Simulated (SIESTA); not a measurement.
SiC under changes of volume

One of the cells (10.313 Å³/atom); the others are scaled copies at fixed shape and fractional positions:

```
CELL_PARAMETERS angstrom
3.07569 0.00000 0.00000
-1.53785 2.66363 0.00000
0.00000 0.00000 10.07065
ATOMIC_POSITIONS crystal
Si 0.00000 0.00000 0.18789
Si 0.00000 0.00000 0.68789
Si 0.33333 0.66667 0.43784
Si 0.66667 0.33333 0.93784
C 0.00000 0.00000 0.00046
C 0.00000 0.00000 0.50046
C 0.33333 0.66667 0.24980
C 0.66667 0.33333 0.74980
```

The cell is a database's computed one.

```yaml
Program: SIESTA 5.4.2
Functional: PBE
Potentials_or_basis: PseudoDojo 0.4 standard (PBE files)
Basis: TZP (energy shift 0.01 Ry)
Grid_cutoff: 500 Ry
Energy_shift: 0.01 Ry
k_mesh: 10 × 10 × 3
Occupations: fermi-dirac, width 0.05 eV
Spin: no spin polarisation
```

```tsv
volume (Å³/atom)	energy over the lowest point (meV/atom)	pressure (GPa)	gap on the mesh (eV)	largest force (eV/Å)
9.694	58.60	22.6	2.24	0.045
9.900	33.47	16.5	2.24	0.035
10.107	15.82	11.0	2.23	0.030
10.313	?	?	?	?
10.519	0.00	1.6	2.22	0.036
10.726	0.71	-2.6	2.22	0.038
10.932	6.52	-6.3	2.21	0.039
```

What does the run at 10.313 Å³/atom give?

Energy over the lowest point 4.91 meV/atom; pressure 6.1 GPa; gap on the mesh 2.23 eV; largest force 0.032 eV/Å.

Worked out: A Birch-Murnaghan fit of order 3 (a polynomial in V^(-2/3)) to the other rows has its minimum at 10.59 Å³/atom with B0 = V·E''(V) = 214 GPa and B' = 3.8 at fixed shape and positions, which overstates the stiffness. It gives 4.84 meV/atom at 10.313 Å³/atom, against the run's 4.91, and -dE/dV = 6.1 GPa, against 6.1. A straight line through the other rows of the gap, of slope -0.249 eV per unit of ln V, gives 2.23 eV, against the run's 2.23.

Energies are extrapolated to zero smearing.

Caveats: an odd mesh through Γ misses points on the zone boundary, where band edges often lie; the basis of atomic orbitals isn't converged, which shifts pressures, moduli and gaps.
